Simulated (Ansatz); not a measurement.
Cell and atoms are relaxed with the symmetry kept. Start:

```
CELL_PARAMETERS angstrom
3.74000 0.00000 0.00000
0.00000 3.74000 0.00000
0.00000 0.00000 3.74000
ATOMIC_POSITIONS crystal
Cu 0.00000 0.50000 0.50000
Cu 0.50000 0.00000 0.50000
Cu 0.50000 0.50000 0.00000
Au 0.00000 0.00000 0.00000
```

All numbers below come from DFT PBE, scalar-relativistic, plane waves, PAW in Ansatz 0.2.0.

Cutoff 420 eV; k points 12×12×12 on the computed 4-atom cell (Γ-centred); Gaussian smearing, width 0.10 eV; no spin polarisation.

Question: What does it relax to?

Answer: The volume increases by 0.43 Å³/atom to 13.51 Å³/atom, and the energy falls by 6.5 meV/atom. Final structure:
```cif
data_structure
_symmetry_space_group_name_H-M 'Pm-3m'
_symmetry_Int_Tables_number 221
_cell_length_a 3.7803
_cell_length_b 3.7803
_cell_length_c 3.7803
_cell_angle_alpha 90.000
_cell_angle_beta 90.000
_cell_angle_gamma 90.000
_cell_volume 54.02
loop_
_atom_site_label
_atom_site_type_symbol
_atom_site_symmetry_multiplicity
_atom_site_Wyckoff_symbol
_atom_site_fract_x
_atom_site_fract_y
_atom_site_fract_z
_atom_site_occupancy
Cu1 Cu 3 c 0.00000 0.50000 0.50000 1
Au1 Au 1 a 0.00000 0.00000 0.00000 1
```

Spin–orbit coupling is left out, which can shift energies with elements as heavy as these.